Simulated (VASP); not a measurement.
A run of VASP 6.6.1 is set up as follows.

File POSCAR:

```
CdS                                     
1.0
    4.1314640049      0.0000000000      0.0000000000
   -2.0657320024      3.5779527831      0.0000000000
    0.0000000000      0.0000000000      6.7246200059
  Cd              S             
     2     2
Direct
     0.3333333332999970    0.6666666667000030    0.9993194298335599
     0.6666666667000030    0.3333333332999970    0.4993194298335598
     0.3333333332999970    0.6666666667000030    0.3756805701664402
     0.6666666667000030    0.3333333332999970    0.8756805701664401
```

Contents of INCAR.step1:

```
ALGO = Normal
EDIFF = 1E-8
ENCUT = 520
GGA = PE
ISIF = 2
ISMEAR = 0
KPAR = 4
LASPH = T
LCHARG = F
LEPSILON = T
LREAL = F
LWAVE = F
NELM = 80
PREC = Accurate
SIGMA = 0.03
```

File KPOINTS.step1:

```
Automatic mesh
0
G
  9 9 4
  0 0 0
```

The input INCAR.step2:

```
ALGO = Normal
EDIFF = 1E-5
ENCUT = 520
GGA = PE
ISIF = 2
ISMEAR = 0
KPAR = 4
LASPH = T
LCHARG = F
LREAL = F
LWAVE = T
NELM = 80
PREC = Accurate
SIGMA = 0.03
```

File KPOINTS.step2:

```
k-points
0
Gamma
  6 6 3
```

The input INCAR.step3:

```
AEXX = 0.1617
ALGO = Normal
EDIFF = 1E-6
ENCUT = 520
GGA = PE
HFRCUT = -1
ISIF = 2
ISMEAR = 0
ISTART = 1
KPAR = 4
LASPH = T
LCHARG = F
LHFCALC = T
LREAL = F
LWAVE = F
NELM = 80
PREC = Accurate
PRECFOCK = Fast
SIGMA = 0.03
```

Contents of KPOINTS.step3:

```
k-points
0
Gamma
  6 6 3
```

File KPOINTS_OPT:

```
explicit points
6
Reciprocal
 0.0000000000  0.0000000000  0.0000000000 1
 0.0000000000  0.0000000000  0.5000000000 1
 0.3333333333  0.3333333333  0.5000000000 1
 0.3333333333  0.3333333333  0.0000000000 1
 0.5000000000  0.0000000000  0.5000000000 1
 0.5000000000  0.0000000000  0.0000000000 1
```

Potentials or basis: VASP PAW PBE potentials, release 64 (Cd, S).

Run with:

```console
$ cat potpaw_PBE.64/Cd/POTCAR potpaw_PBE.64/S/POTCAR > POTCAR
$ cp INCAR.step1 INCAR
$ cp KPOINTS.step1 KPOINTS
$ mpirun -np 4 vasp_std > vasp.out
$ cp INCAR.step2 INCAR
$ cp KPOINTS.step2 KPOINTS
$ mpirun -np 4 vasp_std > vasp.out
$ cp INCAR.step3 INCAR
$ cp KPOINTS.step3 KPOINTS
$ mpirun -np 4 vasp_std > vasp.out
```

(1) Estimate the band gap on the k mesh.

(2) What does it give for the band gap along the path?

(3) Predict the pressure.

Answers

(1) 2.29 eV, direct.

(2) 2.29 eV, direct.

(3) 2.2 GPa.

Caveat: the PAW data sets were made with another functional, which shifts forces and pressure a little.

**What was measured.**

“Isotope dependence of band-gap energy”, 2008, arxiv:0807.2152 quotes, for a bulk crystal of CdS: band gap 2.5809 ± 0.0002 eV.

Measured gap of CdS: 2.5809 eV (quoted in “Isotope dependence of band-gap energy”, 2008, arxiv:0807.2152). This calculation gives 2.29 eV (-0.29 eV). Spin-orbit coupling on Cd is left out. The value is that of PBE-EpsX, without temperature or zero-point motion.
